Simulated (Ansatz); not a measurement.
CdF2: band structure with B3LYP

Crystal: CdF2.

```
CELL_PARAMETERS angstrom
0.00000 2.69400 2.69400
2.69400 0.00000 2.69400
2.69400 2.69400 0.00000
ATOMIC_POSITIONS crystal
Cd 0.00000 0.00000 0.00000
F 0.75000 0.75000 0.75000
F 0.25000 0.25000 0.25000
```

| Item | Value |
| --- | --- |
| Program | Ansatz 0.2.0 |
| Task | band structure |
| Functional | B3LYP |
| Potentials or basis | Ansatz PAW |
| Cutoff | 420 eV (not typed: the program's choice for these potentials) |
| k mesh | 5 × 5 × 5 |
| Occupations | fermi-dirac, width 0.05 eV |
| Spin | no spin polarisation |
| Path | [["G", "X", "W", "K", "G", "L", "U", "W", "L", "K"], ["U", "X"]] |
| Points for each segment of the path | 4 |

```json
{"Pressure": "4.4 GPa", "Band gap on the k mesh": "5.49 eV, indirect (least direct gap 5.96 eV)", "Band gap along the path": "5.40 eV, indirect (least direct gap 5.96 eV)"}
```

Levels at the corners of the path, in eV from the valence-band top:
```
point  band 14  band 15  band 16  band 17  band 18  band 19  band 20  band 21
    Γ    -1.01    -0.55    -0.55    -0.55     5.40    15.14    15.14    15.14
    X    -3.07    -0.54    -0.09    -0.09    10.53    12.14    14.22    16.93
    W    -1.58    -1.58    -0.64     0.00    10.60    13.84    14.23    14.23
    K    -2.41    -0.98    -0.36    -0.21    10.48    13.26    13.50    16.96
    Γ    -1.01    -0.55    -0.55    -0.55     5.40    15.14    15.14    15.14
    L    -1.91    -1.91    -0.43    -0.43     9.64    11.51    17.13    17.13
    U    -2.41    -0.98    -0.36    -0.21    10.48    13.26    13.50    16.96
    W    -1.58    -1.58    -0.64     0.00    10.60    13.84    14.23    14.23
    L    -1.91    -1.91    -0.43    -0.43     9.64    11.51    17.13    17.13
    K    -2.41    -0.98    -0.36    -0.21    10.48    13.26    13.50    16.96
    U    -2.41    -0.98    -0.36    -0.21    10.48    13.26    13.50    16.96
    X    -3.07    -0.54    -0.09    -0.09    10.53    12.14    14.22    16.93
```

Wall time 2.8 min on 2 threads of Intel(R) Xeon(R) Platinum 8375C CPU @ 2.90GHz (Ice Lake) (shared host), peak memory 0.82 GiB.

Caveat: the k mesh misses the band edges, so the gap on the mesh is wider than the one along the path; the pressure holds a Pulay correction of +0.6 GPa for the finite cutoff; the PAW data sets come from PBE, with cores solved anew for the run's functional, which leaves a small shift of forces and pressure; the thresholds are loose for stress.
